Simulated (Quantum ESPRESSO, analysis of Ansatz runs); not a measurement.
# Migration in HfO2 (P2_1/c): V_O hop (2.8 Å), charge +2 (Quantum ESPRESSO)

How high is the barrier when O changes place in HfO2 (P2_1/c)? The case: V_O hop (2.8 Å), charge +2, in a cell of 48 host atoms with 1 O taken out.

Method: Quantum ESPRESSO plane-wave DFT, PBEsol, GBRV 1.5 PBEsol potentials; nudged elastic band between two relaxed defect structures at fixed charge in a uniform background, in Quantum ESPRESSO 7.5.

### Step 1. The starting structure

The cell holds 47 atoms: 16 Hf and 31 O. Cell: a = 9.411 Å, b = 8.427 Å, c = 9.411 Å, α = 110.9°, β = 113.5°, γ = 108.4°. It derives from HfO2 (space group P2_1/c). Nearest the centre at fractional (0.582, 0.669, 0.842): O38 at 1.35 Å, Hf10 at 1.59 Å, O34 at 2.31 Å, O31 at 2.54 Å, O32 at 2.62 Å, Hf8 at 2.63 Å, Hf4 at 2.64 Å, Hf16 at 2.64 Å. The cell carries charge +2.

The cell's shortest repeat is 8.4 Å.

### Step 2. Relaxation of the start point, charge +2

A barrier is counted from a minimum, so both ends are relaxed first. Small random displacements break the symmetry of the ideal sites, so that the defect can distort if it gains by it. The charge of +2 is set by the electron count, and a uniform background keeps the cell neutral.

Input file pw.in:

```
&CONTROL
  calculation = 'relax'
  prefix = 'pwscf'
  outdir = './tmp'
  pseudo_dir = './pseudo'
  tprnfor = .true.
  disk_io = 'low'
  nstep = 70
  forc_conv_thr = 0.0012
  etot_conv_thr = 0.0001
/
&SYSTEM
  ibrav = 0
  nat = 47
  ntyp = 2
  ecutwfc = 36
  ecutrho = 288
  nbnd = 192
  occupations = 'fixed'
  tot_charge = 2
  nosym = .true.
/
&ELECTRONS
  conv_thr = 5d-08
  electron_maxstep = 100
  mixing_beta = 0.5
/
&IONS
  ion_dynamics = 'bfgs'
/
ATOMIC_SPECIES
Hf   178.4900 hf_pbesol_v1.uspp.F.UPF
O     15.9990 o_pbesol_v1.2.uspp.F.UPF
CELL_PARAMETERS angstrom
  -5.9416700219    5.1632183080    5.1583953540
   4.2040263251   -5.1632183080    5.1655566081
   5.9416700219    5.1632183080   -5.1583953540
ATOMIC_POSITIONS crystal
Hf     0.0826846387    0.4926019833    0.8675515790
Hf     0.0826846387    0.9926019833    0.3675515790
Hf     0.5826846387    0.4926019833    0.3675515790
Hf     0.5855223344    0.9918887040    0.8672820142
Hf     0.3719733557    0.2576241936    0.8375144900
Hf     0.3749495956    0.7573980167    0.3400826553
Hf     0.8749495956    0.2573980167    0.3400826553
Hf     0.8727530569    0.7575715318    0.8368622624
Hf     0.4173153613    0.0073980167    0.1324484210
Hf     0.4176581380    0.5052157119    0.6294133870
Hf     0.9173153613    0.0073980167    0.6324484210
Hf     0.9173153613    0.5073980167    0.1324484210
Hf     0.1250504044    0.2426019833    0.1599173447
Hf     0.1250504044    0.7426019833    0.6599173447
Hf     0.6273286955    0.2431507350    0.6584294075
Hf     0.6266551925    0.7402540091    0.1587795772
O      0.3651648285    0.2144150034    0.5958071646
O      0.3629941193    0.7129162640    0.0916029601
O      0.8640895307    0.2130004264    0.0958426337
O      0.8615726824    0.7141022888    0.5938855746
O      0.3797832858    0.0358977112    0.8974703936
O      0.3780980652    0.5327712991    0.3935088151
O      0.8797832858    0.0358977112    0.3974703936
O      0.8780389939    0.5318234312    0.8968180592
O      0.1409367707    0.2880637681    0.4053501790
O      0.1384273176    0.7858977112    0.9061144254
O      0.6404139887    0.2845271708    0.9082823544
O      0.6384273176    0.7858977112    0.4061144254
O      0.1202167142    0.4641022888    0.1025296064
O      0.1202167142    0.9641022888    0.6025296064
O      0.6214887563    0.4624654880    0.6047972759
O      0.6216108219    0.9683364028    0.1053435347
O      0.3393410070    0.2053133674    0.2074563250
O      0.3377849421    0.7012726569    0.7041840563
O      0.8393410070    0.2053133674    0.7074563250
O      0.8418132266    0.7051116709    0.2062355230
O      0.5021429576    0.0446866326    0.3840276395
O      0.4993543562    0.5457787575    0.8827297415
O      1.0000183885    0.0455963746    0.8814233496
O      1.0021429576    0.5446866326    0.3840276395
O      0.1572755528    0.2944572419    0.7900624844
O      0.1606589930    0.7946866326    0.2925436750
O      0.6606589930    0.2946866326    0.2925436750
O     -0.0021429576    0.4553133674    0.6159723605
O     -0.0025639609    0.9576501063    0.1142311242
O      0.4971831021    0.4575784687    0.1186511193
O      0.4981002126    0.9575238890    0.6141052068
K_POINTS gamma
```

Command:

```
$ OMP_NUM_THREADS=1 mpirun -n 4 pw.x -in pw.in > pw.out
```

What it wrote:

```text
[shortened: banners, details of potentials and solvers, and blank lines are left out]
     gamma-point specific algorithms are used
     one sub-group per band group will be used
     scalapack distributed-memory algorithm (size of sub-group:  2*  2 procs)
     bravais-lattice index     =            0
     lattice parameter (alat)  =      17.7847  a.u.
     unit-cell volume          =    3650.0307 (a.u.)^3
     number of atoms/cell      =           47
     number of atomic types    =            2
     number of electrons       =       376.00
     number of Kohn-Sham states=          192
     kinetic-energy cutoff     =      36.0000  Ry
     charge density cutoff     =     288.0000  Ry
     scf convergence threshold =      5.0E-08
     mixing beta               =       0.5000
     number of iterations used =            8  plain     mixing
     energy convergence thresh.=      1.0E-04
     force convergence thresh. =      1.2E-03
     Exchange-correlation= SLA  PW   PSX  PSC
                           (   1   4  10   8   0   0   0)
     nstep                     =           70
     crystal axes: (cart. coord. in units of alat)
               a(1) = (  -0.631338   0.548623   0.548110 )
               a(2) = (   0.446703  -0.548623   0.548871 )
               a(3) = (   0.631338   0.548623  -0.548110 )
     PseudoPot. # 1 for Hf read from file:
     hf_pbesol_v1.uspp.F.UPF
     Pseudo is Ultrasoft + core correction, Zval = 12.0
[...]
PseudoPot. # 2 for O  read from file:
     o_pbesol_v1.2.uspp.F.UPF
     Pseudo is Ultrasoft + core correction, Zval =  6.0
[...]
atomic species   valence    mass     pseudopotential
     Hf               12.00   178.49000     Hf( 1.00)
     O                 6.00    15.99900     O ( 1.00)
     No symmetry found
     site n.     atom                  positions (alat units)
         1        Hf     tau(   1) = (   0.7155632   0.2510686  -0.1598186  )
         2        Hf     tau(   2) = (   0.6232457  -0.2975543   0.3886723  )
         3        Hf     tau(   3) = (   0.0842251   0.2510686   0.3882918  )
         4        Hf     tau(   4) = (   0.6209653   0.2528689   0.3899839  )
         5        Hf     tau(   5) = (   0.4089954   0.5222142  -0.1137654  )
         6        Hf     tau(   6) = (   0.3163192  -0.0232428   0.4348250  )
         7        Hf     tau(   7) = (  -0.2227014   0.5253801   0.4344446  )
         8        Hf     tau(   8) = (   0.3157503   0.5223131   0.4354815  )
[...]
number of k points=     1
                       cart. coord. in units 2pi/alat
        k(    1) = (   0.0000000   0.0000000   0.0000000), wk =   2.0000000
     Dense  grid:   150556 G-vectors     FFT dimensions: ( 100,  90, 100)
     Smooth grid:    53237 G-vectors     FFT dimensions: (  72,  64,  72)
     Check: negative core charge=   -0.000005
     starting charge     345.9999, renormalised to     376.0000
     Self-consistent Calculation
     iteration #  1     ecut=    36.00 Ry     beta= 0.50
     total energy              =   -3542.60043132 Ry
     estimated scf accuracy    <      15.61006737 Ry
     iteration #  2     ecut=    36.00 Ry     beta= 0.50
     total energy              =   -3544.16608457 Ry
     estimated scf accuracy    <       4.05962450 Ry
     iteration #  3     ecut=    36.00 Ry     beta= 0.50
     total energy              =   -3544.93847099 Ry
     estimated scf accuracy    <       1.36388606 Ry
[...]
estimated scf accuracy    <       0.00002920 Ry
[... 232 further cycles ...]
     iteration #  5     ecut=    36.00 Ry     beta= 0.50
     total energy              =   -3545.36871506 Ry
     estimated scf accuracy    <       0.00000002 Ry
     iteration #  6     ecut=    36.00 Ry     beta= 0.50
     total energy              =   -3545.36871507 Ry
     estimated scf accuracy    <          3.0E-09 Ry
     iteration #  7     ecut=    36.00 Ry     beta= 0.50
     End of self-consistent calculation
          k = 0.0000 0.0000 0.0000 (  6643 PWs)   bands (ev):
   -49.4758 -49.4224 -49.3995 -49.3953 -49.3780 -49.3546 -49.3072 -49.2832
   -49.2417 -49.2404 -49.2051 -49.1957 -49.1914 -49.1876 -49.1806 -49.1573
   -18.5636 -18.5345 -18.4957 -18.4667 -18.4287 -18.4213 -18.3647 -18.3577
   -18.3468 -18.3259 -18.3098 -18.2884 -18.2588 -18.2503 -18.2371 -18.2316
   -18.2240 -18.2089 -18.1820 -18.1765 -18.1660 -18.1625 -18.1190 -18.1083
   -18.0884 -18.0700 -18.0610 -18.0547 -18.0356 -18.0254 -18.0071 -18.0023
   -17.9886 -17.9743 -17.9537 -17.9419 -17.9316 -17.9106 -17.9090 -17.8933
   -17.8813 -17.8747 -17.8666 -17.8638 -17.8411 -17.8205 -17.8083 -17.7809
[...]
highest occupied, lowest unoccupied level (ev):    10.8514   14.5705
!    total energy              =   -3545.36871507 Ry
     estimated scf accuracy    <          4.9E-10 Ry
     The total energy is the sum of the following terms:
     one-electron contribution =    -575.56910357 Ry
     hartree contribution      =     503.45490431 Ry
     xc contribution           =   -1429.88338241 Ry
     ewald contribution        =   -2043.37113340 Ry
     convergence has been achieved in   7 iterations
     Forces acting on atoms (cartesian axes, Ry/au):
     atom    1 type  1   force =     0.00004856   -0.00005552    0.00029545
     atom    2 type  1   force =    -0.00021568    0.00000708    0.00002340
     atom    3 type  1   force =    -0.00004253    0.00004004    0.00029076
     atom    4 type  1   force =    -0.00008251   -0.00000569   -0.00001702
     atom    5 type  1   force =     0.00019965   -0.00040272    0.00006920
     atom    6 type  1   force =     0.00003177    0.00000911   -0.00003219
     atom    7 type  1   force =    -0.00007596   -0.00003770   -0.00044302
     atom    8 type  1   force =     0.00032535   -0.00002936   -0.00010481
[...]
Total force =     0.003916     Total SCF correction =     0.000078
     Energy error            =      3.4E-05 Ry
     Gradient error          =      1.4E-03 Ry/Bohr
     number of scf cycles    =  28
     number of bfgs steps    =  27
     energy             old  =   -3545.3686806972 Ry
     energy             new  =   -3545.3687150678 Ry
     CASE: energy            _new < energy            _old
     new trust radius        =       0.0066639939 bohr
     new conv_thr            =       0.0000000005 Ry
ATOMIC_POSITIONS (crystal)
Hf               0.0872766232        0.4864725794        0.8675868477
Hf               0.0778867265        0.9848028799        0.3622679065
Hf               0.5801617979        0.4935955838        0.3656795724
Hf               0.5819237747        1.0178637333        0.8791570673
Hf               0.3742672665        0.2623725028        0.8391492680
Hf               0.3763593658        0.7578730638        0.3432407369
Hf               0.8749172965        0.2578841564        0.3440366541
Hf               0.8989170676        0.7532387579        0.8424710815
[...]
Check: negative core charge=   -0.000004
     Self-consistent Calculation
     iteration #  1     ecut=    36.00 Ry     beta= 0.50
     total energy              =   -3545.36873377 Ry
     estimated scf accuracy    <       0.00002589 Ry
     iteration #  2     ecut=    36.00 Ry     beta= 0.50
     total energy              =   -3545.36873685 Ry
     estimated scf accuracy    <       0.00000338 Ry
     iteration #  3     ecut=    36.00 Ry     beta= 0.50
     total energy              =   -3545.36873748 Ry
     estimated scf accuracy    <       0.00000055 Ry
[...]
estimated scf accuracy    <       0.00000005 Ry
     iteration #  5     ecut=    36.00 Ry     beta= 0.50
     total energy              =   -3545.36873757 Ry
     estimated scf accuracy    <       0.00000001 Ry
     iteration #  6     ecut=    36.00 Ry     beta= 0.50
     total energy              =   -3545.36873757 Ry
     estimated scf accuracy    <          2.1E-09 Ry
     iteration #  7     ecut=    36.00 Ry     beta= 0.50
     End of self-consistent calculation
          k = 0.0000 0.0000 0.0000 (  6643 PWs)   bands (ev):
   -49.4778 -49.4217 -49.3998 -49.3961 -49.3787 -49.3558 -49.3064 -49.2827
   -49.2401 -49.2400 -49.2054 -49.1950 -49.1901 -49.1864 -49.1793 -49.1569
   -18.5639 -18.5347 -18.4962 -18.4670 -18.4289 -18.4218 -18.3648 -18.3577
   -18.3467 -18.3261 -18.3099 -18.2883 -18.2586 -18.2502 -18.2369 -18.2315
   -18.2238 -18.2088 -18.1821 -18.1765 -18.1659 -18.1623 -18.1188 -18.1080
   -18.0885 -18.0696 -18.0610 -18.0545 -18.0353 -18.0248 -18.0066 -18.0018
   -17.9882 -17.9738 -17.9535 -17.9416 -17.9310 -17.9097 -17.9085 -17.8928
   -17.8807 -17.8746 -17.8660 -17.8634 -17.8408 -17.8201 -17.8076 -17.7804
[...]
highest occupied, lowest unoccupied level (ev):    10.8517   14.5703
!    total energy              =   -3545.36873757 Ry
     estimated scf accuracy    <          2.4E-10 Ry
     The total energy is the sum of the following terms:
     one-electron contribution =    -575.59472267 Ry
     hartree contribution      =     503.46942912 Ry
     xc contribution           =   -1429.88375679 Ry
     ewald contribution        =   -2043.35968723 Ry
     convergence has been achieved in   7 iterations
     Forces acting on atoms (cartesian axes, Ry/au):
     atom    1 type  1   force =     0.00007978   -0.00004971    0.00016661
     atom    2 type  1   force =    -0.00010150   -0.00001455   -0.00014530
     atom    3 type  1   force =    -0.00015223    0.00012977    0.00018129
     atom    4 type  1   force =     0.00004921    0.00002441    0.00013764
     atom    5 type  1   force =    -0.00014395   -0.00007379   -0.00023991
     atom    6 type  1   force =     0.00013308    0.00011827   -0.00006465
     atom    7 type  1   force =    -0.00015984   -0.00005929   -0.00026991
     atom    8 type  1   force =     0.00006651   -0.00009646   -0.00010124
[...]
Total force =     0.003014     Total SCF correction =     0.000053
     Energy error            =      2.3E-05 Ry
     Gradient error          =      1.1E-03 Ry/Bohr
     bfgs converged in  29 scf cycles and  28 bfgs steps
     (criteria: energy <  1.0E-04 Ry, force <  1.2E-03 Ry/Bohr)
     End of BFGS Geometry Optimization
     Final energy             =   -3545.3687375714 Ry
Begin final coordinates
ATOMIC_POSITIONS (crystal)
Hf               0.0872766232        0.4864725794        0.8675868477
Hf               0.0778867265        0.9848028799        0.3622679065
Hf               0.5801617979        0.4935955838        0.3656795724
Hf               0.5819237747        1.0178637333        0.8791570673
Hf               0.3742672665        0.2623725028        0.8391492680
Hf               0.3763593658        0.7578730638        0.3432407369
Hf               0.8749172965        0.2578841564        0.3440366541
Hf               0.8989170676        0.7532387579        0.8424710815
[...]
End final coordinates
   JOB DONE.
```

It took 11 min on 4 MPI ranks of Arm Neoverse V1, shared host; peak memory 1.4 GiB.

The steps of the relaxation (22 of 29):

```
step  energy less that of the first step (eV)
   0                                   0.0000
   1                                  -1.7649
   3                                  -2.5250
   4                                  -2.6602
   5                                  -2.7816
   7                                  -2.8848
   8                                  -2.9265
   9                                  -2.9483
  11                                  -2.9844
  12                                  -3.0020
  13                                  -3.0165
  15                                  -3.0407
  16                                  -3.0528
  17                                  -3.0643
  19                                  -3.0803
  20                                  -3.0844
  21                                  -3.0872
  23                                  -3.0914
  24                                  -3.0928
  25                                  -3.0937
  27                                  -3.0948
  28                                  -3.0951
```

The atoms that moved most (Å):

```
atom      dx      dy      dz  length
 O39   0.142  -0.294  -0.365   0.490
 O31   0.340  -0.079   0.117   0.368
 O44  -0.158   0.245   0.202   0.355
 O41   0.106   0.241  -0.194   0.327
 O34  -0.077   0.020   0.261   0.273
 Hf8  -0.140   0.186   0.084   0.248
 O35  -0.129  -0.158   0.138   0.246
 O43   0.138   0.165  -0.119   0.246
```

Neighbours of O38 at the end:

```
atom  distance (Å)
Hf10         2.043
Hf16         2.063
 Hf5         2.123
 O17         2.550
 O46         2.608
 O34         2.724
 O41         2.846
 O36         2.863
 O32         2.880
```

Numbers from this step:

* highest filled level: 10.85 eV
* lowest empty level: 14.57 eV
* r.m.s. move of the farther half of the atoms: 0.1298 Å
* largest move from the ideal geometry of this structure, a common shift of the far atoms taken out: 0.4966 Å

The relaxation gained 3.095 eV and ended with a largest force component of 0.029 eV/Å.

[end of part 1 of 3]

[Logs are printed without paths, hosts, clocks, repeated set-up lines and the standing remarks that a program may print on its own settings, such as how far it seeks lower states.]

[Hosts, paths, dates, database ids (printed as entryN), source tags and the programs' standing remarks are cut or masked in the printed files.]
